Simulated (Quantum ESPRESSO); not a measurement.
# CoO under changes of volume

One of the cells (9.578 Å³/atom); the others are scaled copies at fixed shape and fractional positions:

```xyz
2
Lattice="1.5055 0.8692 2.4399 -1.5055 0.8692 2.4399 0.0000 -1.7384 2.4399" Properties=species:S:1:pos:R:3 pbc="T T T"
Co    0.0000    0.0000    0.0000
O     0.0000    0.0000    3.6599
```

The cell is a database's computed one.

```yaml
Program: Quantum ESPRESSO 7.5
Functional: PBE
Potentials_or_basis: SSSP 1.3 efficiency PBE
Cutoff: 748 eV
Density_cutoff: 5987 eV
k_mesh: 11 × 11 × 11
Occupations: fermi-dirac, width 0.05 eV
Spin: collinear spin, ferromagnetic start
Starting_moments: "[2.0, 0.0] μB"
```

| volume (Å³/atom) | energy over the lowest point (meV/atom) | pressure (GPa) | moment (μB per cell) |
| --- | --- | --- | --- |
| 9.003 | 22.40 | 12.2 | 2.85 |
| 9.195 | 10.16 | 7.9 | 2.91 |
| 9.387 | ? | ? | ? |
| 9.578 | 0.00 | 0.1 | 2.98 |
| 9.770 | 1.76 | -3.4 | 2.99 |
| 9.961 | 7.63 | -6.6 | 3.00 |
| 10.153 | 17.19 | -9.6 | 3.00 |

Question: What does the run at 9.387 Å³/atom give?

Answer: Energy over the lowest point 2.75 meV/atom; pressure 3.9 GPa; moment 2.96 μB per cell.

Worked out: A Birch-Murnaghan fit of order 3 (a polynomial in V^(-2/3)) to the other rows has its minimum at 9.60 Å³/atom with B0 = V·E''(V) = 182 GPa (rough, since the energies scatter) at fixed shape and positions, which overstates the stiffness. It gives 2.75 meV/atom at 9.387 Å³/atom, against the run's 2.75, and -dE/dV = 4.1 GPa, against 3.9. A parabola through the other rows of the moment, of slope 0.185 μB per Å³/atom there, gives 2.95 μB, against the run's 2.96.

Energies are extrapolated to zero smearing.

Caveats: a cell with one magnetic atom can't hold antiferromagnetic order, which such compounds often take.
